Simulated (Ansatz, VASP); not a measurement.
TaN: VASP beside Ansatz

```
Ta N
1.0
     2.99562    0.00000    0.00000
    -1.49781    2.59429    0.00000
     0.00000    0.00000    2.93954
Ta N
1 1
Direct
  0.00000 0.00000 0.50000
  0.66667 0.33333 0.00000
```

Change from the starting cell: volume scaled by 1.06.

Alike in both runs: task single point; functional PBE; k mesh 10 × 10 × 9; occupations fermi-dirac, width 0.05 eV; no spin polarisation.

|  | VASP | Ansatz |
| --- | --- | --- |
| version | VASP 6.6.1 | Ansatz 0.2.0 |
| potentials or method | VASP PAW PBE potentials, release 64 (Ta_pv, N), cutoff 520 eV | all-electron LAPW, scalar-relativistic |

Ansatz gave:

- gap on the k mesh at the Fermi level (eV): none
- pressure (GPa): -13.4
- largest component of the traceless stress (GPa): 0.67

Q: What did VASP give for the same quantities?

A: gap on the k mesh at the Fermi level (eV): none; pressure (GPa): -13.2; largest component of the traceless stress (GPa): 0.62.

A gap of «none» marks a metal or a gap that the smearing closes. Ansatz ran all-electron here, so the differences hold the error of VASP's frozen core and of both bases.

The runs have no spin-orbit coupling, so splittings on Ta are missing.
